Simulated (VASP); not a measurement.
# Te, self-consistent run: which settings are enough?

Te, sheet, 2 atoms in the cell. AM05; PAW potentials Te (PBE set). VASP 6.6.1.

Wanted: energy within 1 meV/atom.

What the run is for: comparing ways to reach the ground state; Accuracy asked: standard.

POSCAR:
```
Te
1.0
    3.0703057770      0.0000000000      0.0000000000
    0.0000000000     -5.9155829272      0.0000000000
    0.0000000000      0.0000000000    -16.0000000000
Te
2
Direct
    0.0000000000      0.0000000000      0.5000000000
    0.9981419600      0.5000000000      0.5000000000
```

## Way to the ground state (with a PBE run first, the time holds both)

| Way to the ground state (with a PBE run first, the time holds both) | Energy less reference (meV/atom) | Time (s) |
|---|---|---|
| PBE orbitals, then all bands at once (ALGO All, ISEARCH 1): 17 + 39 SCF iterations | 0.0 | 223 |
| plain run (ALGO Normal): 100 SCF iterations | no result | 210 |
| PBE orbitals, then ALGO Normal: 93 SCF iterations | crashed | 211 |
| ALGO Fast: 100 SCF iterations | no result | 262 |
| all bands at once from scratch: 42 SCF iterations | 0.0 | 220 |
| PBE orbitals, then damped steps (TIME 0.2): 17 + 100 SCF iterations | no result | 200 |
| PBE orbitals, then damped steps (TIME 0.5): 17 + 100 SCF iterations | no result | 201 |
| linear mixing: 100 SCF iterations | no result | 219 |
| slow linear mixing: 200 SCF iterations | no result | 471 |

Chosen: all bands at once from scratch: 42 SCF iterations, the fastest of those that reach the lowest result within the tolerance.

VASP's message at the runs that stop: EDDAV: Call to ZHEGV failed. Returncode = 13 2 16.

## The input

INCAR:
```
GGA = AM
LDIPOL = True
IDIPOL = 3
DIPOL = 0.5 0.5 0.500
ISMEAR = 0
SIGMA = 0.03
LWAVE = False
LCHARG = False
ISIF = 0
NELM = 100
ALGO = All
PREC = Accurate
LASPH = True
LREAL = False
EDIFF = 1E-6
GGA_COMPAT = False
ENCUT = 400
EFERMI = MIDGAP
NELMDL = -8
ISEARCH = 1
```

KPOINTS:
```
k-points
0
Gamma
  6 3 1
```

Commands:
```
cat potpaw_PBE.64/Te/POTCAR > POTCAR
mpirun -np 1 vasp_std > vasp.out
```

Limits: AM05 has spurious low states in the vacuum, which this run leaves empty, so it isn't the lowest filling of the levels.

The chosen input took VASP 6.6.1 220 s on 1 core (Intel Xeon Platinum 8175M @ 2.50GHz (Skylake/Cascade Lake)), a shared host.
